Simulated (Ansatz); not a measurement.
# AlN (P6_3mc) in Ansatz: band structure with PBE0

Aim: the band structure of AlN with PBE0.

Everything below comes from runs of Ansatz 0.2.0. Logs are shortened: lines on timing, memory, paths and dates and some standing lists are left out, and cuts for length are marked.

**Measured values to compare with.**

“Self-assembly of well-separated AlN nanowires directly on sputtered metallic TiN films”, 2019, arxiv:1910.07391 quotes, for a bulk crystal of AlN at 10 K: band gap 6.034 eV (an exciton energy, a little under the gap).

The runs below are set against these values where they give the same quantity.

### Step 1. Starting point

The structure is hexagonal, space group P6_3mc (No. 186). The conventional cell has a = 3.113 Å, b = 3.113 Å, c = 4.981 Å, α = 90.00°, β = 90.00°, γ = 120.00°. Al (site symmetry 3m) has 4 N at 1.89 Å as nearest neighbours. N (site symmetry 3m) has 4 Al at 1.89 Å as nearest neighbours.

### Step 2. Band structure, PBE0

Contents of input.yaml:

```yaml
crystal:
  lattice:
    - [3.113, 0.0, 0.0]
    - [-1.5565, 2.695937082, 0.0]
    - [0.0, 0.0, 4.981]
  atoms:
    - { symbol: Al, position: [0.6666666667, 0.3333333333, 0.5] }
    - { symbol: Al, position: [0.3333333333, 0.6666666667, 0.0] }
    - { symbol: "N", position: [0.6666666667, 0.3333333333, 0.88] }
    - { symbol: "N", position: [0.3333333333, 0.6666666667, 0.38] }
hamiltonian:
  xc: pbe0
  pseudopotentials: { kind: paw }
kpoints:
  mp_grid: { grid: [6, 6, 4] }
  band_path:
    path:
      - [[0.0, 0.0, 0.0], [0.5, 0.0, 0.0], [0.3333333333, 0.3333333333, 0.0], [0.0, 0.0, 0.0], [0.0, 0.0, 0.5], [0.5, 0.0, 0.5], [0.3333333333, 0.3333333333, 0.5], [0.0, 0.0, 0.5]]
      - [[0.5, 0.0, 0.5], [0.5, 0.0, 0.0]]
      - [[0.3333333333, 0.3333333333, 0.0], [0.3333333333, 0.3333333333, 0.5]]
    npoints: 4
scf:
  occupations: { method: fermi_dirac, width: 0.05 }
  n_extra_bands: 10
output:
  forces: true
  stress: true
  eigenvalues: true
  fatbands: false
```

Potentials or basis: Ansatz PAW.

Run with:

```bash
> ansatz run input.yaml --threads 2 --pin off --max-ram 5632MiB --backend cpu --events-out ev --progress --plain --runs-dir out
```

The log of the run:

```text
Warning: output.stress: scf.convergence.dr2_threshold = 1e-7 eV (the SCF's general default) is looser than the 4e-10 eV advised for a printed stress (1e-10 eV for each atom of the cell: 4). What an SCF threshold leaves in a stress goes as its square root, and in the free energy as the threshold itself, and one threshold admits the most on a small cell: of the crystals measured, under no hybrid functional and no lock of the moments, on runs that ended without the residual-converged pass, on stresses that held no estimate of that error, the worst erred by over 100 MPa in a component at 1e-7 eV an atom and by under 5 at 1e-10. Set scf.convergence.dr2_threshold to 4e-10 eV or tighter. The threshold is an SCF's pass mark: one that does not reach it within its budget of iterations ends unconverged, or closes short of it on a stop that the run arms, and scf.convergence.dr2_threshold's page says what that costs each kind of run
Warning: output.stress: scf.exx.energy_threshold = 1e-6 eV is looser than the 4e-8 eV advised for a stress under a hybrid functional (1e-8 eV for each atom of the cell: 4). Every SCF of the exchange loop can meet its threshold on dr2 while the loop round them stops early: no threshold on dr2 bounds what that leaves in the stress. Set scf.exx.energy_threshold to 4e-8 eV or tighter. The threshold is the loop's pass mark: a loop that does not reach it within its budget of cycles ends unconverged, and scf.exx.energy_threshold's page has the law
Warning: RAYON_NUM_THREADS=2 ignored (pool sized by the plan → 2); use --threads N
scf.n_extra_bands = 10 over 8 filled bands (N_el = 16.0): the run solves 18 bands
Engine: ansatz 0.2.0, x86_64-unknown-linux-gnu
Pseudopotentials: kind: paw
Pseudopotential: Al, paw, valence charge 3, recommended cutoff 420 eV (normal), Al.paw.azcp
Pseudopotential: N, paw, valence charge 5, recommended cutoff 420 eV (normal), N.paw.azcp
Functional definition: PBE0
  parameter a = 0.25
  parameter kappa = 0.804
  parameter beta = 0.06672455060314922
  exchange = (1 - a)*pbe_x(kappa = kappa, mu = beta*pi^2/3) + a*exact_x
  correlation = pbe_c(beta = beta)
Crystal: 4 atoms, lattice volume = 41.803 Å³
Basis set: ecut = 420 eV, 809 PW (Γ), exchange–correlation on 48×48×72 points (8 copies of the dense FFT grid, shifted against one another)
Bands: 18, of which v1, the nominal top of the filled ones, is band 8 counted from 1 (7 counted from 0)
Symmetry: 12 space group operations
Space group: P63mc (ITA 186), of the structure as read, at distance tolerance 3.5e-5 Å
k-points: 21 of 144 (time reversal used)
Non-local potential: Al, projectors of the file, l = 0: 2, l = 1: 2, l = 2: 1
Non-local potential: N, projectors of the file, l = 0: 2, l = 1: 2, l = 2: 1
PAW form: soft (Blöchl's): semilocal exchange-correlation on the pseudo side does not see the compensation charge
PAW frozen core: Al, regenerated for the run's functional, and the local potential with it (the file was generated under x = pbe(κ = 0.804, μ = 0.2195149727645171), c = pbe(β = 0.06672455060314922))
PAW frozen core: N, regenerated for the run's functional, and the local potential with it (the file was generated under x = pbe(κ = 0.804, μ = 0.2195149727645171), c = pbe(β = 0.06672455060314922))
PAW one-centre angular grid: Al, 110 points (default); XC on 64 Gauss nodes
PAW one-centre angular grid: N, 110 points (default); XC on 64 Gauss nodes
Initial density: superposition of atomic densities (neutral atoms: chi_scale 0, normalization atom), corrected by the library's trained network
Initial wavefunctions: pseudopotential atomic-orbital guess
Functional: x = pbe(κ = 0.804, μ = 0.2195149727645171), c = pbe(β = 0.06672455060314922), warm-up for x = 0.75 pbe(κ = 0.804, μ = 0.2195149727645171) + 0.25 exact, c = pbe(β = 0.06672455060314922)
SCF iter   1: F=—  HF=-1848.487682 eV  |F-HF|=—  |Δ(HF+E_count)|=         —  Δρ=7.80e-4  dr2=9.82e-5  ethr=1.77e-3  ⟨swp⟩=2.0  Hψ=2716  notcnv=0
[... 21 lines left out ...]
iter 2 solved again at ethr=5.80e-11 eV; its pass at ethr=8.72e-10 eV (dr2=9.28e-9 eV) is discarded
SCF iter   2: F=—  HF=-1849.889341 eV  |F-HF|=—  |Δ(HF+E_count)|=   5.15e-8  Δρ=7.49e-6  dr2=2.29e-8  ethr=5.80e-11  ⟨swp⟩=3.0  Hψ=1487  notcnv=0  defer=7
SCF iter   3: F=—  HF=-1849.889341 eV  |F-HF|=—  |Δ(HF+E_count)|=   7.88e-8  Δρ=4.39e-6  dr2=5.80e-9  ethr=5.62e-11  ⟨swp⟩=4.0  Hψ=838  notcnv=0  defer=2
SCF iter   4: F=-1849.889341 eV  HF=-1849.889341 eV  |F-HF|=5.64e-11  |Δ(HF+E_count)|=   1.60e-9  Δρ=7.57e-7  dr2=2.74e-10  ethr=2.83e-11  ⟨swp⟩=3.2  Hψ=669  notcnv=0  defer=2
SCF 3 converged in 4 iterations: F = -1849.889341 eV  dr2 = 2.74e-10
  Residual-converged pass: ⟨swp⟩=3.0  Hψ=703  notcnv=0  max |occ|·‖R‖ = 6.2e-7 eV (tolerance 6.3e-7 eV)  dr2=2.63e-10  dr2_onsite=2.14e-11  max |Δocc| = 0.0e0
hybrid outer 2: dexx = +1.145e-7 eV, tail = 3.06e-9 eV, Δε = 2.16e-3 eV (about 4.50e-5 eV left of the loop's levels), ΔF = 3.75e-4 eV/Å (tail 1.02e-4)
NSCF: frozen V_eff on 39 k-points
hybrid SCF converged: 2 outer / 10 inner (+2 warm-up), last move |dexx| = 1.15e-7 eV, tail = 3.06e-9 eV
Stability not checked: this state was not tested for a lower state beside it, because the functional holds exact exchange (a hybrid, or Hartree-Fock), whose exchange loop this test does not read (fock_operator; see scf.lower_state_search)
Free energy (F): -1849.889341 eV
Frozen-core exchange: fock
Harris-Foulkes:  -1849.889341 eV  (|F-HF|=5.64e-11)
Internal energy: -1849.889341 eV  (E = F + TS)
E sigma→0 (E₀):  -1849.889341 eV
Fermi energy:    8.974688 eV
--- Per-component energies (eV) ---
  E_band       = 1.236342
  E_kinetic    = 320.043692
  E_local      = -447.709423  (includes V_loc(G=0)·N_el)
  E_nonlocal   = 108.478428
  E_hartree    = 156.380507
  E_xc         = -157.973862
  E_vxc        = -167.760901  (∫ρ·V_xc dr)
  E_exx        = -42.482773  (= α·E_x^exact, valence–valence)
  E_paw        = -1194.831800  (= ΣΔE_a)
  E_vpaw       = -39.610935  (= ΣTr[D̂ρ^β])
  E_aug_tail   = 0.000192  (compensation charges beyond the density's cutoff)
  E_ewald      = -591.663270
  E_core_change = -0.131034  (= ΣΔE_core)
  E_smearing   = -0.000000  (= −TS)
  E_closure    = 0.000001  (closes the sum)
  Σ components = -1849.889341   (vs F -1849.889341, Δ=2.27e-13)
--- Forces (eV/Å), atoms counted from 1 ---
  atom   1  Al     0.00000000     0.00000000    -0.13010080
  atom   2  Al     0.00000000    -0.00000000    -0.13010080
  atom   3  N      0.00000000    -0.00000000     0.13007396
  atom   4  N      0.00000000     0.00000000     0.13007396
  max |Σ_I F_I| component: 5.37e-5 eV/Å
--- Stress (GPa, compression-positive) ---
       -2.133539       0.000000      -0.000000
        0.000000      -2.133539       0.000000
       -0.000000       0.000000      -0.645384
  P = ⅓ Tr σ = -1.6375 GPa (-16.375 kbar)
--- Band table (eV; the first three rows and the last of 21) ---
  k-point 0: bands = ["-10.8487", "-8.5718", "-0.6745", "4.8989", "4.8989", "5.6207", "5.6207", "5.8170", "12.1231", "14.7225", "19.0478", "19.3840", "19.3840", "21.4813", "21.5266", "21.5266", "22.7723", "22.7723"]
  k-point 1: bands = ["-10.5958", "-9.0269", "0.1899", "4.5482", "4.9985", "4.9985", "5.5082", "5.5082", "13.1232", "14.8525", "18.6550", "19.3419", "19.3419", "20.0320", "20.7042", "20.7042", "23.8286", "23.8286"]
  k-point 2: bands = ["-9.9025", "-9.9025", "2.2269", "2.2269", "5.2469", "5.2469", "5.2469", "5.2469", "14.5275", "14.5275", "18.6269", "18.6269", "19.7084", "19.7084", "19.7084", "19.7084", "26.3047", "26.3047"]
  k-point 20: bands = ["-8.1567", "-8.1567", "0.5938", "0.5938", "1.6684", "1.6684", "4.9593", "4.9593", "15.4872", "15.4872", "15.9423", "15.9423", "20.5050", "20.5050", "22.0920", "22.0920", "24.5951", "24.5951"]
```

Wall time 11 min (2 threads of Intel Xeon at 2.50GHz (Skylake/Cascade Lake), shared host); peak memory 0.87 GiB.

Results:

```
Free energy             : -1849.8893 eV
Pressure                : -1.6 GPa
Largest force           : 0.130 eV/Å
Band gap on the k mesh  : 6.31 eV, direct
Band gap along the path : 6.31 eV, direct
```

Forces in eV/Å, atoms in the order of the input:
```
Al   0.000  0.000 -0.130
Al   0.000  0.000 -0.130
N    0.000  0.000  0.130
N    0.000  0.000  0.130
```

Stress tensor (GPa, compression positive):
```
-2.13  0.00  0.00
 0.00 -2.13  0.00
 0.00  0.00 -0.65
```

Levels at the corners of the path, in eV from the valence-band top:
```csv
point,band 5,band 6,band 7,band 8,band 9,band 10,band 11,band 12
Γ,-0.92,-0.20,-0.20,0.00,6.31,8.91,13.23,13.57
M,-3.62,-2.26,-1.89,-0.72,7.92,7.94,10.51,12.84
K,-4.07,-2.64,-2.58,-2.58,7.09,10.71,12.13,12.13
Γ,-0.92,-0.20,-0.20,0.00,6.31,8.91,13.23,13.57
A,-0.57,-0.57,-0.57,-0.57,8.71,8.71,12.81,12.81
L,-1.57,-1.57,-1.47,-1.47,7.42,7.42,11.59,11.59
H,-4.15,-4.15,-0.86,-0.86,9.67,9.67,10.13,10.13
A,-0.57,-0.57,-0.57,-0.57,8.71,8.71,12.81,12.81
L,-1.57,-1.57,-1.47,-1.47,7.42,7.42,11.59,11.59
M,-3.62,-2.26,-1.89,-0.72,7.92,7.94,10.51,12.84
K,-4.07,-2.64,-2.58,-2.58,7.09,10.71,12.13,12.13
H,-4.15,-4.15,-0.86,-0.86,9.67,9.67,10.13,10.13
```

Caveat: the pressure holds a Pulay correction of +0.4 GPa for the finite cutoff; the PAW data sets come from PBE, with cores solved anew for the run's functional, which leaves a small shift of forces and pressure; the thresholds are loose for stress.

### Step 3. Against experiment

Step 2. A measured gap of AlN is 6.034 eV (an exciton energy, a little under the gap; 10 K; quoted in “Self-assembly of well-separated AlN nanowires directly on sputtered metallic TiN films”, 2019, arxiv:1910.07391); the calculated 6.31 eV misses it by +0.27 eV. 2 values of this kind are on record (6.034 to 6.0343 eV); this one was drawn at random. The value is that of PBE0, without temperature or zero-point motion.
